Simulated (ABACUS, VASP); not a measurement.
This is a calculation of Ir (Iridium) for VASP 6.6.1. 

Contents of INCAR:

```
SYSTEM = Ir
ALGO     = Normal         ! electronic algorithm
EDIFF    = 1E-6           ! SCF threshold, eV
EDIFFG   = -0.02          ! ionic threshold
ENCUT    = 600            ! plane-wave cutoff, eV
IBRION   = 2              ! ionic algorithm
ISIF     = 3              ! what is computed and relaxed
ISMEAR   = -1             ! smearing method
LASPH    = .True.         ! aspherical terms in the spheres
LCHARG   = .False.        ! write CHGCAR
LREAL    = .False.        ! projectors in reciprocal space
LWAVE    = .False.        ! write WAVECAR
NELM     = 100            ! most SCF steps
NSW      = 60             ! ionic steps
PREC     = Accurate       ! precision mode
SIGMA    = 0.05           ! smearing width, eV
```

The input KPOINTS:

```
k-points
0
Gamma
  10 10 10
  0 0 0
```

Contents of POSCAR:

```
Ir
1.0
    0.0000000000      1.9156000000      1.9156000000
    1.9156000000      0.0000000000      1.9156000000
    1.9156000000      1.9156000000      0.0000000000
Ir
1
Direct
    0.0000000000      0.0000000000      0.0000000000
```

Potentials or basis: VASP PAW LDA potentials, release 64 (Ir).

Run with:

```sh
$ cat potpaw_LDA.64/Ir/POTCAR > POTCAR
$ mpirun -np 1 vasp_std > vasp.out
```

Set up the same calculation for ABACUS 3.10.1. Potentials or basis there: PseudoDojo NC SR 0.4.1 LDA stringent, plane waves, cutoff 925 eV.

As run (cutoffs and basis follow the program's own potentials, and thresholds, step limits or extra output files can differ):

File INPUT:

```
INPUT_PARAMETERS
suffix              Ir
calculation         cell-relax
basis_type          pw
pseudo_dir          ./
symmetry            1
dft_functional      pz
ecutwfc             68
pseudo_rcut         10
nspin               1
nbands              13
ks_solver           dav
smearing_method     fd
smearing_sigma      0.00367493
scf_thr             1e-08
scf_nmax            100
mixing_type         broyden
mixing_beta         0.7
cal_force           1
cal_stress          1
relax_nmax          60
force_thr_ev        0.01
relax_method        cg
out_stru            1
stress_thr          1
kpar                4
```

File STRU:

```
ATOMIC_SPECIES
Ir 192.2170 Ir.upf

LATTICE_CONSTANT
1.8897261246

LATTICE_VECTORS
0.0000000000 1.9156000000 1.9156000000
1.9156000000 0.0000000000 1.9156000000
1.9156000000 1.9156000000 0.0000000000

ATOMIC_POSITIONS
Direct

Ir
0.0
1
0.0000000000 0.0000000000 0.0000000000 1 1 1
```

File KPT:

```
K_POINTS
0
Gamma
10 10 10 0 0 0
```

Potentials or basis: PseudoDojo NC SR 0.4.1 LDA stringent, plane waves.

Run with:

```console
$ OMP_NUM_THREADS=1 mpirun -np 4 abacus > log
```

Both were run:

|  | VASP | ABACUS |
| --- | --- | --- |
| Relaxed volume | 13.93 Å³/atom | 13.82 Å³/atom |
| Relaxed cell | a = 2.701 Å, b = 2.701 Å, c = 2.701 Å, α = 60.00°, β = 60.00°, γ = 60.00° | a = 2.694 Å, b = 2.694 Å, c = 2.694 Å, α = 60.00°, β = 60.00°, γ = 60.00° |
| Space group after relaxing | Fm-3m (No. 225) | Fm-3m (No. 225) |
| Pressure after relaxing | -0.1 GPa | 0.0 GPa |

The potentials hold 9 and 17 valence electrons a cell.

The two programs' LDA may be different fits to the electron gas.

Pressure is positive in compression.
